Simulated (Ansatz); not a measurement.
The structure below was relaxed with Ansatz (a first-principles code), PBE-D3(BJ), PAW, cutoff 420 eV, no SOC.

```xyz
10
Lattice="2.1655 1.2502 20.0478 -2.1655 1.2502 20.0478 0.0000 -2.5005 20.0478" Properties=species:S:1:pos:R:3 pbc="T T T"
Sb     0.0000     0.0000    57.1795
Bi     0.0000     0.0000    26.9996
Sb     0.0000     0.0000     2.9639
Bi     0.0000     0.0000    33.1437
Te     0.0000     0.0000    44.9935
Te     0.0000     0.0000    15.1499
Te     0.0000     0.0000    51.4242
Te     0.0000     0.0000    21.3330
Te     0.0000     0.0000     8.7192
Te     0.0000     0.0000    38.8103
```

### Question
Find the space group and the Wyckoff positions.

### Answer
Space group R-3m, hexagonal axes (No. 166); a = b = 4.3310 Å, c = 60.1434 Å, α = β = 90.00°, γ = 120.00°

| atom | site | symmetry | x | y | z |
|---|---|---|---|---|---|
| Sb | 6c | 3m | 0.0000 | 0.0000 | 0.0493 |
| Bi | 6c | 3m | 0.0000 | 0.0000 | 0.4489 |
| Te | 6c | 3m | 0.0000 | 0.0000 | 0.2519 |
| Te | 6c | 3m | 0.0000 | 0.0000 | 0.1450 |
| Te | 6c | 3m | 0.0000 | 0.0000 | 0.3547 |

### Question
Describe the coordination.

### Answer
The crystal has 30 atoms in its conventional cell. Conventional cell: a = b = 4.3310 Å, c = 60.1434 Å, α = β = 90.00°, γ = 120.00°. Sb has 6 Te at 3.012–3.161 Å (octahedral). Bi sees 3 Te at 3.062 Å and 3 Te at 3.236 Å (octahedral). Te1 is surrounded by 3 Sb at 3.161 Å and 3 Bi at 3.236 Å (octahedral). Te2 has 3 Bi at 3.062 Å (trigonal pyramidal). Te3 is surrounded by 3 Sb at 3.012 Å and 3 Te at 3.586 Å (octahedral). (Neighbours: up to the widest gap in distance over summed covalent radii, below 1.35, at either atom; cation-cation and far metal-metal contacts left out.)

Each cell is one ordered arrangement of few atoms, which overstates ordering effects compared with a random alloy. Spin-orbit coupling, missing from the scalar runs, can matter with Bi, Sb and Te. Whether these cells are dynamically stable was not tested. The cell was made from Sb2Te3 by this change: x(Bi) = 0.5, 10 atoms, R-3m.
